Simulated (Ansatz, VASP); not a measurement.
Given: the input of a run of Ansatz 0.2.0 on NaF (Villiaumite).

Contents of input.yaml:

```yaml
crystal:
  lattice:
    - [0.0, 2.288644805, 2.288644805]
    - [2.288644805, 0.0, 2.288644805]
    - [2.288644805, 2.288644805, 0.0]
  atoms:
    - { symbol: Na, position: [0.0, 0.0, 0.0] }
    - { symbol: F, position: [0.5, 0.5, 0.5] }
hamiltonian:
  xc: pbe
  pseudopotentials: { kind: paw }
kpoints:
  mp_grid: { grid: [10, 10, 10] }
scf:
  occupations: { method: fermi_dirac, width: 0.05 }
output:
  forces: true
  stress: true
  eigenvalues: true
```

Potentials or basis: Ansatz PAW.

Launch:

```sh
$ ansatz run input.yaml --threads 1 --pin off --max-ram 3584MiB --backend cpu --events-out ev --progress --plain --runs-dir out
```

Translate it to VASP 6.6.1. Potentials there: VASP PAW PBE potentials, release 64 (Na_pv, F).

As run (the cutoff follows the program's own potentials):

The input INCAR:

```
SYSTEM = NaF
  PREC = Accurate
  ENCUT = 520
  EDIFF = 1E-7
  ISMEAR = -1
  SIGMA = 0.05
  LREAL = .False.
  LASPH = .True.
  NELM = 100
  ALGO = Normal
  ISIF = 2
  LWAVE = .False.
  LCHARG = .False.
  GGA = PE
  NBANDS = 14
```

File KPOINTS:

```
regular mesh
0
Gamma
  10 10 10
  0 0 0
```

The input POSCAR:

```
NaF
1.0
    0.0000000000      2.2886448050      2.2886448050
    2.2886448050      0.0000000000      2.2886448050
    2.2886448050      2.2886448050      0.0000000000
Na F
1 1
Direct
    0.0000000000      0.0000000000      0.0000000000
    0.5000000000      0.5000000000      0.5000000000
```

Potentials or basis: VASP PAW PBE potentials, release 64 (Na_pv, F).

Launch:

```console
$ cat potpaw_PBE.64/Na_pv/POTCAR potpaw_PBE.64/F/POTCAR > POTCAR
$ mpirun -np 1 vasp_std > vasp.out
```

Both were run:

|  | VASP | Ansatz | Ansatz less VASP |
| --- | --- | --- | --- |
| gap on the k mesh at the Fermi level (eV) | 6.50 | 6.52 | +0.016 |
| least direct gap on the mesh (eV) | 6.50 | 6.52 | +0.016 |
| pressure (GPa) | 4.2 | 4.3 | +0.09 |

With one functional, cell and mesh, what is left measures potentials, basis and numerics. The two sets of potentials don't hold the same shells in valence.

Caveats: the pressure holds a Pulay correction of +0.5 GPa for the finite cutoff (Ansatz). A k mesh can miss the band edges.
